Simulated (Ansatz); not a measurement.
Crystal: SrCl2.

```xyz
3
Lattice="0.0000 3.4884 3.4884 3.4884 0.0000 3.4884 3.4884 3.4884 0.0000" Properties=species:S:1:pos:R:3 pbc="T T T"
Sr    0.0000    0.0000    0.0000
Cl    5.2325    5.2325    5.2325
Cl    1.7442    1.7442    1.7442
```

Base run:

| Property | Result |
| --- | --- |
| Program | Ansatz 0.2.0 |
| Functional | HSE06 form with a typed share of exact exchange |
| Potentials or basis | Ansatz PAW |
| Cutoff | 420 eV (not typed: the program's choice for these potentials) |
| k mesh | 4 × 4 × 4 |
| Occupations | fermi-dirac, width 0.05 eV |
| Spin | no spin polarisation |

Its results: band gap on the k mesh 5.60 eV, indirect (least direct gap 5.77 eV); pressure 0.9 GPa.

Q: The run is repeated on the same cell with these changes: share of exact exchange from 0.05 to 0.3. What comes out?

A: Band gap on the k mesh 6.91 eV, indirect (least direct gap 7.12 eV); pressure 0.4 GPa.

Caveats: the PAW data sets come from PBE, with cores solved anew for the run's functional, which leaves a small shift of forces and pressure; the thresholds are loose for stress.

A k mesh can miss the band edges.
